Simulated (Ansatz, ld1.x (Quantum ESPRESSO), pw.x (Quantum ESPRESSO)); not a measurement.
# Mn (Z = 25): one change to the TM potential, in the atom and in the bcc crystal

Mn, norm-conserving Troullier–Martins (Kleinman–Bylander form), made with ld1.x (Quantum ESPRESSO) 7.5 (LDA (PW92), scalar-relativistic). Core [Ar], reference 3d5 4s2 4p0. Waves: 4s (bound): rc 2.55 bohr; 4p (bound, empty): rc 2.95 bohr; 3d (bound): rc 2.00 bohr. Local part: all-electron potential smoothed inside 2.10 bohr (lloc = -1). Core correction: a·sin(br)/r model core, default radius (core density twice the valence density).

Change: core correction none.

Cutoffs, loose and tight: the cutoffs (Ry, on a coarse ladder) from which the occupation-weighted sum of valence levels, in a spherical-Bessel basis at the reference potential, stays within 10 and 1 mRy of its value at 400 Ry. They do not see the model core or the augmentation charge, which bear on the density cutoff. Test errors are all-electron minus pseudo excitation energies from the reference, over the configurations 3d5 4s1 4p0; 3d5 4s0 4p0; 3d4 4s0 4p0; 3d5 4s1.5 4p0; 3d5 4s1 4p1; 3d6 4s0 4p0; 3d5.5 4s1.5 4p0 (two spin-polarised tests are not counted in the largest error); variants that change the core or the reference have their own tests.

Crystal test: bcc Mn in pw.x 7.5, no spin, 17³ k-points, Fermi–Dirac smearing 0.01 Ry, cutoffs set for each file from its atomic test. The reference is all-electron LAPW (Ansatz 0.2.0) with the same functional, mesh and smearing; V0 and B0 come from Birch–Murnaghan fits to the pressures at five volumes. Errors are pseudo minus all-electron; Δ is the rms difference of the E(V) curves that follow from these fits, minima aligned, over ±6 % about the mean V0. Mesh and smearing are coarse, so the numbers serve the comparison and aren't converged zero-temperature values; the lattice is a test structure that the element need not adopt. Spin polarisation and strong correlation are left out, which matters for this element.

All-electron: a0 = 2.727 Å (V0 = 10.14 Å³/atom), B0 = 324.0 GPa.

Question: Does the change bring the crystal closer to the all-electron result?

Answer: The mean pressure error goes from -0.74 to -9.89 GPa, so the change moves the solid further from the all-electron pressures.

```
                       quantity       base    changed
                 outcome (atom)  generated  generated
           cutoff, loose (atom)      70 Ry      70 Ry
           cutoff, tight (atom)     110 Ry     110 Ry
            bound ghosts (atom)       none       none
largest test error (meV) (atom)       -223        -95
           cutoffs in pw.x (Ry)    135/540    135/540
                         a0 (Å)      2.725      2.699
                   a0 error (%)      -0.07      -1.05
                   B0 error (%)       -0.4       +1.3
                   Δ (meV/atom)        1.6       22.8
      mean pressure error (GPa)      -0.74      -9.89
```

Base: The largest radius (2.95 bohr) exceeds half the bond length (2.23 bohr), so the spheres overlap, which is one possible source of error among others. The logarithmic derivative shows an extra or strongly shifted pseudo pole above the reference energy (s near 1.36 Ry). Changed file: The largest radius (2.95 bohr) exceeds half the bond length (2.23 bohr), so the spheres overlap, which is one possible source of error among others. This is a poor potential for the solid. The logarithmic derivative shows an extra or strongly shifted pseudo pole above the reference energy (s near 1.36 Ry). The atomic cutoffs weigh occupied waves only.
